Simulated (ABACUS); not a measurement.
Crystal: La.

```xyz
2
Lattice="3.7500 0.0000 0.0000 -1.8750 3.2476 0.0000 0.0000 0.0000 6.0700" Properties=species:S:1:pos:R:3 pbc="T T T"
La    1.8750    1.0825    4.5525
La    0.0000    2.1651    1.5175
```

This isn't the form of La at room conditions, which is double hcp.

```yaml
Program: ABACUS 3.10.1
Task: relaxation of cell and atoms
Functional: PBE
Dispersion: D3(BJ)+ABC
Potentials_or_basis: PseudoDojo NC SR 0.4.1 PBE standard
Cutoff: 1510 eV
Density_cutoff: 6041 eV
Basis: plane waves
k_mesh: 6 × 6 × 4
Occupations: fermi-dirac, width 0.05 eV
Spin: no spin polarisation
```

At the start: pressure -1.1 GPa; volume 36.96 Å³/atom.

Task: How do energy, volume and symmetry change on relaxing?

Result: Over 5 steps the energy falls by 5.9 meV/atom and the volume is 35.30 Å³/atom (-4.5 %); space group P6_3/mmc (No. 194, to 0.05 Å).

The path:
```csv
step,energy change (eV),largest force (eV/Å),pressure (GPa),volume (Å³)
1,0.0000,0.0000,-1.09,73.92
2,-0.0113,0.0000,-0.19,71.17
3,-0.0117,0.0000,0.02,70.58
4,-0.0117,0.0000,0.01,70.59
5,-0.0117,0.0000,0.00,70.60
```

Final structure:
```
La
1.0
     3.68309    0.00000    0.00000
    -1.84155    3.18965    0.00000
     0.00000    0.00000    6.00939
La
2
Direct
  0.66667 0.33333 0.75000
  0.33333 0.66667 0.25000
```

Caveat: pairwise dispersion overbinds metals, which lowers pressure and volume.
